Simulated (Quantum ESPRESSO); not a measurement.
# Pd (Fm-3m) in Quantum ESPRESSO: a series of runs, part 2 of 3

Quantum ESPRESSO 7.5. Earlier steps stand in the parts before.

## (3) Phonons, PBE, target pressure 2 GPa, at which the enthalpy is minimised

pw.in

```
&CONTROL
  calculation = 'scf'
  prefix = 'pwscf'
  outdir = './tmp'
  pseudo_dir = './pseudo'
  tprnfor = .true.
  tstress = .true.
  disk_io = 'low'
/
&SYSTEM
  ibrav = 0
  nat = 1
  ntyp = 1
  ecutwfc = 45
  ecutrho = 360
  nbnd = 14
  occupations = 'smearing'
  smearing = 'mv'
  degauss = 0.01469973
/
&ELECTRONS
  conv_thr = 2d-10
  electron_maxstep = 120
  mixing_beta = 0.5
/
ATOMIC_SPECIES
Pd   106.4200 pd_pbe_v1.4.uspp.F.UPF
CELL_PARAMETERS angstrom
   0.0000000000    1.9465000000    1.9465000000
   1.9465000000    0.0000000000    1.9465000000
   1.9465000000    1.9465000000    0.0000000000
ATOMIC_POSITIONS crystal
Pd     0.0000000000    0.0000000000    0.0000000000
K_POINTS automatic
10 10 10 0 0 0
```

relax.in

```
&CONTROL
  calculation = 'vc-relax'
  prefix = 'pwscf'
  outdir = './tmp'
  pseudo_dir = './pseudo'
  tprnfor = .true.
  tstress = .true.
  disk_io = 'low'
  nstep = 40
  forc_conv_thr = 0.0001
  etot_conv_thr = 1d-06
/
&SYSTEM
  ibrav = 0
  nat = 1
  ntyp = 1
  ecutwfc = 45
  ecutrho = 360
  nbnd = 14
  occupations = 'smearing'
  smearing = 'mv'
  degauss = 0.01469973
/
&ELECTRONS
  conv_thr = 2d-10
  electron_maxstep = 120
  mixing_beta = 0.5
/
&IONS
  ion_dynamics = 'bfgs'
/
&CELL
  cell_dynamics = 'bfgs'
  press = 20
  press_conv_thr = 0.2
/
ATOMIC_SPECIES
Pd   106.4200 pd_pbe_v1.4.uspp.F.UPF
CELL_PARAMETERS angstrom
   0.0000000000    1.9465000000    1.9465000000
   1.9465000000    0.0000000000    1.9465000000
   1.9465000000    1.9465000000    0.0000000000
ATOMIC_POSITIONS crystal
Pd     0.0000000000    0.0000000000    0.0000000000
K_POINTS automatic
10 10 10 0 0 0
```

scf2.in

```
&CONTROL
  calculation = 'scf'
  prefix = 'pwscf'
  outdir = './tmp'
  pseudo_dir = './pseudo'
  tprnfor = .true.
  tstress = .true.
  disk_io = 'low'
/
&SYSTEM
  ibrav = 0
  nat = 1
  ntyp = 1
  ecutwfc = 45
  ecutrho = 360
  nbnd = 14
  occupations = 'smearing'
  smearing = 'mv'
  degauss = 0.01469973
/
&ELECTRONS
  conv_thr = 1d-13
  electron_maxstep = 120
  mixing_beta = 0.5
  startingpot = 'file'
  startingwfc = 'file'
/
ATOMIC_SPECIES
Pd   106.4200 pd_pbe_v1.4.uspp.F.UPF
CELL_PARAMETERS angstrom
   0.0000000000    1.9634679387    1.9634679387
   1.9634679387    0.0000000000    1.9634679387
   1.9634679387    1.9634679387    0.0000000000
ATOMIC_POSITIONS crystal
Pd     0.0000000000    0.0000000000    0.0000000000
K_POINTS automatic
10 10 10 0 0 0
```

ph.in

```
phonons of Pd
&INPUTPH
  prefix = 'pwscf'
  outdir = './tmp'
  tr2_ph = 1d-18
  fildyn = 'dyn'
  niter_ph = 90
  alpha_mix(1) = 0.4
/
0.3535533906 0.7071067812 -0.0000000000
```

Potentials or basis: GBRV 1.5 PBE.

Command:

```
$ OMP_NUM_THREADS=1 pw.x -in pw.in > pw.out
$ OMP_NUM_THREADS=1 pw.x -in relax.in > relax.out
$ OMP_NUM_THREADS=1 pw.x -in scf2.in > scf2.out
$ OMP_NUM_THREADS=1 ph.x -in ph.in > ph.out
```

pw.out:

```text
This program is part of the open-source Quantum ESPRESSO suite
     for quantum simulation of materials; please cite
[... 9 lines left out ...]
     --------------------
     sticks:   dense  smooth     PW     G-vecs:    dense   smooth      PW
     Sum         673     337    121                11575     4015     821

     Using Slab Decomposition

     bravais-lattice index     =            0
     lattice parameter (alat)  =       5.2020  a.u.
     unit-cell volume          =      99.5382 (a.u.)^3
     number of atoms/cell      =            1
     number of atomic types    =            1
     number of electrons       =        16.00
     number of Kohn-Sham states=           14
     kinetic-energy cutoff     =      45.0000  Ry
     charge density cutoff     =     360.0000  Ry
     scf convergence threshold =      2.0E-10
     mixing beta               =       0.5000
     number of iterations used =            8  plain     mixing
     Exchange-correlation=  SLA  PW   PBX  PBC
                           (   1   4   3   4   0   0   0)

     celldm(1)=   5.201975  celldm(2)=   0.000000  celldm(3)=   0.000000
     celldm(4)=   0.000000  celldm(5)=   0.000000  celldm(6)=   0.000000

[... 8 lines left out ...]
               b(3) = (  0.707107  0.707107 -0.707107 )

     PseudoPot. # 1 for Pd read from file:
     pd_pbe_v1.4.uspp.F.UPF
     Pseudo is Ultrasoft + core correction, Zval = 16.0
     Generated by new atomic code, or converted to UPF format
     Using radial grid of  887 points,  6 beta functions with:
                l(1) =   0
                l(2) =   0
                l(3) =   1
                l(4) =   1
                l(5) =   2
                l(6) =   2
     Q(r) pseudized with  8 coefficients,  rinner =    1.130   1.130   1.130
                                                       1.130   1.130

     atomic species   valence    mass     pseudopotential
     Pd               16.00   106.42000     Pd( 1.00)

     48 Sym. Ops., with inversion, found

   Cartesian axes

     site n.     atom                  positions (alat units)
         1        Pd     tau(   1) = (   0.0000000   0.0000000   0.0000000  )

     number of k points=    47  Marzari-Vanderbilt smearing, width (Ry)=  0.0147
                       cart. coord. in units 2pi/alat
        k(    1) = (   0.0000000   0.0000000   0.0000000), wk =   0.0020000
        k(    2) = (   0.0707107   0.0707107  -0.0707107), wk =   0.0160000
        k(    3) = (   0.1414214   0.1414214  -0.1414214), wk =   0.0160000
        k(    4) = (   0.2121320   0.2121320  -0.2121320), wk =   0.0160000
        k(    5) = (   0.2828427   0.2828427  -0.2828427), wk =   0.0160000
        k(    6) = (  -0.3535534  -0.3535534   0.3535534), wk =   0.0080000
[... 39 lines left out ...]
        k(   46) = (  -0.0707107  -0.3535534   0.6363961), wk =   0.0480000
        k(   47) = (  -0.7071068   0.2828427   0.0000000), wk =   0.0240000

     Dense  grid:    11575 G-vectors     FFT dimensions: (  32,  32,  32)

     Smooth grid:     4015 G-vectors     FFT dimensions: (  24,  24,  24)

     Initial potential from superposition of free atoms

     starting charge      15.5000, renormalised to      16.0000

     negative rho (up, down):  7.841E-02 0.000E+00
     Starting wfcs are   12 randomized atomic wfcs +    2 random wfcs

     Self-consistent Calculation

     iteration #  1     ecut=    45.00 Ry     beta= 0.50
     Davidson diagonalization with overlap
     ethr =  1.00E-02,  avg # of iterations =  4.6

     negative rho (up, down):  7.843E-02 0.000E+00
[... 58 lines left out ...]
     iteration #  8     ecut=    45.00 Ry     beta= 0.50
     Davidson diagonalization with overlap
     ethr =  5.38E-12,  avg # of iterations =  1.7

     negative rho (up, down):  7.963E-02 0.000E+00

     End of self-consistent calculation

          k = 0.0000 0.0000 0.0000 (   531 PWs)   bands (ev):

   -30.9324 -30.9324 -30.9324  11.5704  15.8950  15.8950  15.8950  17.5079
    17.5079  36.6337  41.4050  41.4050  41.4050  46.0054

          k = 0.0707 0.0707-0.0707 (   531 PWs)   bands (ev):
[... 141 lines left out ...]
   -31.2765 -31.1466 -31.0651  13.8077  14.2586  17.2657  18.0490  18.7381
    24.8290  28.1873  29.6098  33.9573  39.6551  45.4319

          k =-0.7071 0.0000 0.0000 (   492 PWs)   bands (ev):

   -31.3200 -31.0858 -31.0858  13.3413  13.6313  18.6866  19.0321  19.0321
    22.0914  29.5193  32.1571  32.1571  40.3385  40.3466

          k = 0.2828 0.1414 0.0000 (   508 PWs)   bands (ev):

   -31.1145 -31.0031 -30.9686  13.5926  15.1055  16.2106  16.7490  17.1475
    18.2135  35.5511  36.2809  40.2560  40.5413  46.1418

          k = 0.3536 0.2121-0.0707 (   514 PWs)   bands (ev):
[... 51 lines left out ...]
   -31.2202 -31.1984 -31.0551  14.3792  14.9356  16.0009  17.4687  18.6014
    25.8829  27.2092  29.7080  33.9234  41.1544  47.1350

          k =-0.7071 0.1414 0.0000 (   498 PWs)   bands (ev):

   -31.2979 -31.1085 -31.0869  13.6410  13.9125  17.7917  18.3222  19.0327
    23.6633  29.4330  31.2213  31.3536  41.2411  42.4474

          k =-0.1414-0.4243 0.7071 (   503 PWs)   bands (ev):
[... 6 lines left out ...]
   -31.2252 -31.1836 -31.0713  14.5379  15.1505  15.5033  17.3960  18.8231
    26.4695  26.8796  30.8065  31.6609  43.5132  45.2976

          k =-0.7071 0.2828 0.0000 (   506 PWs)   bands (ev):

   -31.2398 -31.1674 -31.0887  14.2687  14.7438  16.0812  17.5777  19.0339
    26.3126  29.0091  29.2603  30.5017  43.5577  46.6786

     the Fermi energy is    18.7509 ev

!    total energy              =    -198.70247611 Ry
     estimated scf accuracy    <          1.2E-10 Ry
     smearing contrib. (-TS)   =       0.00038206 Ry
     internal energy E=F+TS    =    -198.70285817 Ry

     The total energy is F=E-TS. E is the sum of the following terms:
     one-electron contribution =     -43.27621459 Ry
     hartree contribution      =      35.49354944 Ry
     xc contribution           =     -31.37527693 Ry
     ewald contribution        =    -159.54491609 Ry

     convergence has been achieved in   8 iterations

     negative rho (up, down):  7.963E-02 0.000E+00

     Forces acting on atoms (cartesian axes, Ry/au):

     atom    1 type  1   force =     0.00000000    0.00000000    0.00000000

     Total force =     0.000000     Total SCF correction =     0.000000

     Computing stress (Cartesian axis) and pressure

     negative rho (up, down):  7.963E-02 0.000E+00
          total   stress  (Ry/bohr**3)                   (kbar)     P=       71.45
   0.00048572   0.00000000   0.00000000           71.45        0.00        0.00
   0.00000000   0.00048572   0.00000000            0.00       71.45        0.00
   0.00000000   0.00000000   0.00048572            0.00        0.00       71.45

=------------------------------------------------------------------------------=
   JOB DONE.
=------------------------------------------------------------------------------=
```

relax.out:

```text
This program is part of the open-source Quantum ESPRESSO suite
     for quantum simulation of materials; please cite
[... 9 lines left out ...]
     --------------------
     sticks:   dense  smooth     PW     G-vecs:    dense   smooth      PW
     Sum         673     337    121                11575     4015     821
[... 1635 lines left out ...]
   0.00013388  -0.00000000  -0.00000000           19.69       -0.00       -0.00
  -0.00000000   0.00013388  -0.00000000           -0.00       19.69       -0.00
  -0.00000000  -0.00000000   0.00013388           -0.00       -0.00       19.69

=------------------------------------------------------------------------------=
   JOB DONE.
=------------------------------------------------------------------------------=
```

It took 2.7 min on 1 thread of Arm Neoverse V2, shared host; peak memory 0.1 GiB.

What came out:

| Property | Result |
| --- | --- |
| Free energy | -2703.4967 eV |
| Relaxed volume | 15.14 Å³/atom |
| Relaxed cell | a = 2.777 Å, b = 2.777 Å, c = 2.777 Å, α = 60.00°, β = 60.00°, γ = 60.00° |
| Space group after relaxing (to 0.05 Å) | Fm-3m (No. 225) |
| Pressure after relaxing | 2.0 GPa |
| Band gap on the k mesh | none (metal or under the smearing width) |
| Highest phonon frequency at the q point run | 196 cm⁻¹ |

Step by step:
```csv
step,energy change (eV),largest force (eV/Å),pressure (GPa),volume (Å³)
1,0.0000,0.0000,7.15,14.75
2,-0.0109,0.0000,1.98,15.14
3,-0.0109,0.0000,1.99,15.14
```

Final structure:
```yaml
crystal:
  lattice:
    - [0.00000, 1.96347, 1.96347]
    - [1.96347, 0.00000, 1.96347]
    - [1.96347, 1.96347, 0.00000]
  atoms:
    - { symbol: Pd, position: [0.00000, 0.00000, 0.00000] }
```

Phonon frequencies in cm⁻¹ (negative: imaginary):
```
              q point  frequencies
(0.500, 0.250, 0.750)  138 196 196
```

Phonon modes at q = (0.500, 0.250, 0.750) in reciprocal lattice units:
| mode | symmetry | cm⁻¹ |
| --- | --- | --- |
| 1 | B_2 | 138 |
| 2 | E | 196 |
| 3 | E | 196 |

Caveat: the mesh is thin for the phonons of a metal; the q point doesn't lie on the k mesh, which can shift a metal's frequencies strongly unless the mesh is converged.

[end of part 2 of 3]
